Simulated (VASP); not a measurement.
# MgSn2N2 (P6/mmm) in VASP: relaxation of cell and atoms with PBE

Aim: the relaxation of cell and atoms of MgSn2N2 with PBE.

Everything below comes from runs of VASP 6.6.1. Logs are shortened: lines on timing, memory, paths and dates and some standing lists are left out, and cuts for length are marked.

**1. The structure**

The structure is hexagonal, space group P6/mmm (No. 191). Conventional cell: a = 4.987 Å, b = 4.987 Å, c = 8.433 Å, α = 90.00°, β = 90.00°, γ = 120.00°. Mg (site symmetry -6m2) has 2 N at 2.17 Å as nearest neighbours. Sn (site symmetry -6m2) is surrounded by 2 N at 2.05 Å. Sn (site symmetry 6mm) has 6 N at 2.88 Å as nearest neighbours. N (site symmetry 3m) has 1 Sn at 2.05 Å and 1 Mg at 2.17 Å as nearest neighbours.

The cell was built by a generator and needn't be a form met in nature.

**2. Relaxation of cell and atoms, PBE**

Input file INCAR:

```
PREC = Normal
ENCUT = 520
EDIFF = 1E-4
ISMEAR = 0
SIGMA = 0.15
LREAL = Auto
LASPH = True
NELM = 60
ALGO = Fast
ISIF = 3
LWAVE = False
LCHARG = False
GGA = PE
IBRION = 2
NSW = 24
EDIFFG = -0.08
```

Input file KPOINTS:

```
regular mesh
0
Gamma
  3 3 2
```

Input file POSCAR:

```
MgSn2N2
1.0
    4.9874535900      0.0000000000      0.0000000000
   -2.4937268000      4.3192615100      0.0000000000
    0.0000000000      0.0000000000      8.4333320400
Mg Sn N
2 4 4
Direct
    0.3333333300      0.6666666700      0.0000000000
    0.6666666700      0.3333333300      0.0000000000
    0.3333333300      0.6666666700      0.5000000000
    0.6666666700      0.3333333300      0.5000000000
    0.0000000000      0.0000000000      0.2387376000
    0.0000000000      0.0000000000      0.7612624000
    0.3333333300      0.6666666700      0.7425424200
    0.6666666700      0.3333333300      0.7425424200
    0.6666666700      0.3333333300      0.2574575800
    0.3333333300      0.6666666700      0.2574575800
```

Potentials or basis: VASP PAW PBE potentials, release 64 (Mg, Sn_d, N).

Started as:

```sh
cat potpaw_PBE.64/Mg/POTCAR potpaw_PBE.64/Sn_d/POTCAR potpaw_PBE.64/N/POTCAR > POTCAR
mpirun -np 1 vasp_std > vasp.out
```

OUTCAR:

```text
PREC = Normal
   ENCUT = 520
   EDIFF = 1E-4
   ISMEAR = 0
   LREAL = Auto
   LASPH = True
   NELM = 60
   ISIF = 3
   GGA = PE
   IBRION = 2
   NSW = 24
   EDIFFG = -0.08

 ion  position               nearest neighbor table
   1  0.333  0.667  0.000-   7 2.17  10 2.17   2 2.88   2 2.88   2 2.88   6 3.51   5 3.51   6 3.51
                             5 3.51   6 3.51   5 3.51
   2  0.667  0.333  0.000-   8 2.17   9 2.17   1 2.88   1 2.88   1 2.88   6 3.51   5 3.51   5 3.51
                             6 3.51   5 3.51   6 3.51
   3  0.333  0.667  0.500-   7 2.05  10 2.05   4 2.88   4 2.88   4 2.88   6 3.63   5 3.63   6 3.63
                             5 3.63   6 3.63   5 3.63
   4  0.667  0.333  0.500-   8 2.05   9 2.05   3 2.88   3 2.88   3 2.88   6 3.63   5 3.63   5 3.63
                             6 3.63   5 3.63   6 3.63
   5  0.000  0.000  0.239-   1 3.51   2 3.51   2 3.51   1 3.51   2 3.51   1 3.51   3 3.63   4 3.63
                             4 3.63   3 3.63   3 3.63   4 3.63
   6  0.000  0.000  0.761-   1 3.51   2 3.51   2 3.51   1 3.51   2 3.51   1 3.51   3 3.63   4 3.63
                             4 3.63   3 3.63   3 3.63   4 3.63
   7  0.333  0.667  0.743-   3 2.05   1 2.17
   8  0.667  0.333  0.743-   4 2.05   2 2.17
   9  0.667  0.333  0.257-   4 2.05   2 2.17
  10  0.333  0.667  0.257-   3 2.05   1 2.17

  LATTYP: Found a hexagonal cell.
 ALAT       =     4.9874535900
 C/A-ratio  =     1.6909093765

  Lattice vectors:

 A1 = (   4.9874535900,   0.0000000000,   0.0000000000)
 A2 = (  -2.4937268000,   4.3192615100,   0.0000000000)
 A3 = (   0.0000000000,   0.0000000000,   8.4333320400)

Analysis of symmetry for initial positions (statically):
=====================================================================
 Subroutine PRICEL returns:
 Original cell was already a primitive cell.

 Routine SETGRP: Setting up the symmetry group for a
 hexagonal supercell.

 Subroutine GETGRP returns: Found 24 space group operations
 (whereof 24 operations were pure point group operations)
 out of a pool of 24 trial point group operations.

The static configuration has the point symmetry D_6h.

Analysis of symmetry for dynamics (positions and initial velocities):
=====================================================================
 Subroutine PRICEL returns:
 Original cell was already a primitive cell.

 Routine SETGRP: Setting up the symmetry group for a
 hexagonal supercell.

 Subroutine GETGRP returns: Found 24 space group operations
 (whereof 24 operations were pure point group operations)
 out of a pool of 24 trial point group operations.

The dynamic configuration has the point symmetry D_6h.

 Subroutine INISYM returns: Found 24 space group operations
 (whereof 24 operations are pure point group operations),
 and found     1 'primitive' translations

----------------------------------------------------------------------------------------

                                     Primitive cell
[... 113 lines left out ...]
   GGA     = PE    functional components
   LHFCALC =     F    Hartree Fock is set to
   AEXX    =    0.0000 exact exchange contribution
   IVDW    =     0    specifies the selected vdW correction
   LEPSILON=     F    determine dielectric tensor
   LRPA    =     F    only Hartree local field effects (RPA)
 conjugate gradient relaxation of ions
 non-spin polarized calculation
 RMM-DIIS sequential band-by-band and
 Gauss-broadening in eV      SIGMA  =   0.15
  energy-cutoff  :      520.00
  volume of cell :      181.67
 maximum number of plane-waves:      4904
   NGX = 19   NGY = 19   NGZ = 31

--------------------------------------- Ionic step        1  -------------------------------------------

 number of electron      80.0000047 magnetization

 Free energy of the ion-electron system (eV)
  ---------------------------------------------------
  ext. energy  EPLUGINS =         0.00000000
  ---------------------------------------------------
  free energy    TOTEN  =       -41.22003112 eV

  energy without entropy =      -41.11470210  energy(sigma->0) =      -41.16736661

------------------------ aborting loop because EDIFF is reached ----------------------------------------

  FORCE on cell =-STRESS in cart. coord.  units (eV):
  Direction    XX          YY          ZZ          XY          YZ          ZX
  --------------------------------------------------------------------------------------
  -------------------------------------------------------------------------------------
  Total        2.5764393      2.5764393     -8.5831976     -0.0000000     -0.0000000      0.0000000
  in kB       22.7218102     22.7218102    -75.6958594     -0.0000000     -0.0000000      0.0000000
  external PRESSURE =     -10.0840797 kB  Pullay stress =       0.0000000 kB
[... 113 lines left out ...]
  FREE ENERGIE OF THE ION-ELECTRON SYSTEM (eV)
  ---------------------------------------------------
  free  energy   TOTEN  =       -42.1639251605 eV

  energy  without entropy=      -42.0589926878  energy(sigma->0) =      -42.11145892

 E-fermi :   5.4398     XC(G=0): -10.0385

 val. band max:        5.3892841905   @ k =   0.3333   0.0000   0.5000
 cond. band min:       5.4707660994   @ k =   0.3333   0.0000   0.0000
 fundamental gap:      0.0814819089
 Fermi energy:         5.4397731746

 k-point     1 :       0.0000    0.0000    0.0000
  band No.  band energies     occupation
      1     -16.0257      2.00000
      2     -15.9719      2.00000
      3     -15.9719      2.00000
      4     -15.8589      2.00000
      5     -15.8510      2.00000
      6     -15.8510      2.00000
[... 295 lines left out ...]
     47       9.2205      0.00000
     48       9.6782      0.00000

[... ionic steps 4 to 13 ...]

--------------------------------------- Ionic step       14  -------------------------------------------

 number of electron      79.9999983 magnetization

------------------------ aborting loop because EDIFF is reached ----------------------------------------
[... 83 lines left out ...]
--------------------------------------- Ionic step       16  -------------------------------------------

 number of electron      79.9999978 magnetization

 Free energy of the ion-electron system (eV)
  ---------------------------------------------------
  ext. energy  EPLUGINS =         0.00000000
  ---------------------------------------------------
  free energy    TOTEN  =       -42.52955019 eV

  energy without entropy =      -42.48316676  energy(sigma->0) =      -42.50635847

 E-fermi :   4.8867     XC(G=0):  -9.6806

 val. band max:        4.8166212519   @ k =   0.3333   0.0000   0.5000
 cond. band min:       4.9262353387   @ k =   0.0000   0.0000   0.5000
 fundamental gap:      0.1096140868
 Fermi energy:         4.8867488775

 k-point     1 :       0.0000    0.0000    0.0000
  band No.  band energies     occupation
      1     -16.9712      2.00000
      2     -16.8755      2.00000
      3     -16.7882      2.00000
      4     -16.7882      2.00000
      5     -16.7047      2.00000
      6     -16.7047      2.00000
[... 332 lines left out ...]
  FREE ENERGIE OF THE ION-ELECTRON SYSTEM (eV)
  ---------------------------------------------------
  free  energy   TOTEN  =       -42.5295501870 eV

  energy  without entropy=      -42.4831667563  energy(sigma->0) =      -42.50635847

 reached required accuracy - stopping structural energy minimisation
```

OSZICAR:

```text
N       E                     dE             d eps       ncg     rms          rms(c)
DAV:   1     0.927925642755E+03    0.92793E+03   -0.37850E+04   632   0.229E+03
DAV:   2     0.126782771720E+03   -0.80114E+03   -0.77580E+03   592   0.664E+02
DAV:   3    -0.371438693251E+02   -0.16393E+03   -0.15494E+03   712   0.228E+02
[... 139 lines left out ...]
RMM:   2    -0.425353375262E+02    0.14478E-01   -0.70652E-02   647   0.164E+00    0.439E-01
RMM:   3    -0.425308390024E+02    0.44985E-02   -0.14960E-02   683   0.814E-01    0.228E-01
RMM:   4    -0.425294824296E+02    0.13566E-02   -0.49626E-03   664   0.514E-01    0.670E-02
RMM:   5    -0.425295444582E+02   -0.62029E-04   -0.17461E-03   737   0.228E-01    0.465E-02
RMM:   6    -0.425295501870E+02   -0.57288E-05   -0.23428E-04   385   0.105E-01
  16 F= -.42529550E+02 E0= -.42506358E+02  d E =-.383044E-02
```

Run time: 6.3 min. Hardware: 1 thread of AMD EPYC 7R13 (Zen 3), shared host; peak memory 0.18 GiB.

What came out:

- Free energy: -42.5296 eV
- Relaxed volume: 19.87 Å³/atom
- Relaxed cell: a = 5.442 Å, b = 5.442 Å, c = 7.747 Å, α = 90.00°, β = 90.00°, γ = 120.00°
- Space group after relaxing (to 0.05 Å): P6/mmm (No. 191)
- Energy gained by relaxing: 131.0 meV/atom
- Ionic steps: 16
- Pressure after relaxing: -0.4 GPa
- Largest force after relaxing: 0.063 eV/Å
- Band gap on the k mesh: none (metal or under the smearing width)

Forces on the atoms (eV/Å):
```
Mg   0.000  0.000  0.000
Mg   0.000  0.000  0.000
Sn   0.000  0.000  0.000
Sn   0.000  0.000  0.000
Sn   0.000  0.000  0.063
Sn   0.000  0.000 -0.063
N    0.000  0.000  0.032
N    0.000  0.000  0.032
N    0.000  0.000 -0.032
N    0.000  0.000 -0.032
```

Step by step:
| step | energy change (eV) | largest force (eV/Å) | pressure (GPa) | volume (Å³) |
| --- | --- | --- | --- | --- |
| 1 | 0.0000 | 2.0032 | -1.01 | 181.67 |
| 2 | -0.8716 | 0.6571 | 0.85 | 178.51 |
| 3 | -0.9439 | 0.1690 | 1.92 | 177.35 |
| 4 | -0.9443 | 0.1293 | 1.96 | 177.44 |
| 5 | -0.9928 | 0.2773 | -0.12 | 183.26 |
| 6 | -0.9976 | 0.3810 | -0.60 | 185.61 |
| 7 | -1.0455 | 0.5161 | -0.41 | 187.68 |
| 8 | -1.2246 | 0.7032 | -0.28 | 193.83 |
| 9 | -1.0595 | 0.3031 | 1.85 | 205.80 |
| 10 | -1.2869 | 0.5354 | -0.17 | 197.55 |
| 11 | -1.2891 | 0.4735 | -0.01 | 198.32 |
| 12 | -1.2978 | 0.2269 | 0.20 | 199.76 |
| 13 | -1.3025 | 0.1679 | 0.21 | 199.22 |
| 14 | -1.3052 | 0.1238 | -0.65 | 199.83 |
| 15 | -1.3057 | 0.1723 | -0.46 | 199.62 |
| 16 | -1.3095 | 0.0628 | -0.35 | 198.70 |

Final structure:
```yaml
crystal:
  lattice:
    - [5.44198, 0.00000, 0.00000]
    - [-2.72099, 4.71289, 0.00000]
    - [0.00000, 0.00000, 7.74721]
  atoms:
    - { symbol: Mg, position: [0.33333, 0.66667, 0.00000] }
    - { symbol: Mg, position: [0.66667, 0.33333, 0.00000] }
    - { symbol: Sn, position: [0.33333, 0.66667, 0.50000] }
    - { symbol: Sn, position: [0.66667, 0.33333, 0.50000] }
    - { symbol: Sn, position: [0.00000, 0.00000, 0.23866] }
    - { symbol: Sn, position: [0.00000, 0.00000, 0.76134] }
    - { symbol: N, position: [0.33333, 0.66667, 0.75214] }
    - { symbol: N, position: [0.66667, 0.33333, 0.75214] }
    - { symbol: N, position: [0.66667, 0.33333, 0.24786] }
    - { symbol: N, position: [0.33333, 0.66667, 0.24786] }
```

Caveat: the k mesh is coarse (spacing up to 0.48 Å⁻¹), so the values aren't converged; the relaxation stopped at a loose force limit of 0.08 eV/Å, so its end isn't a converged minimum.
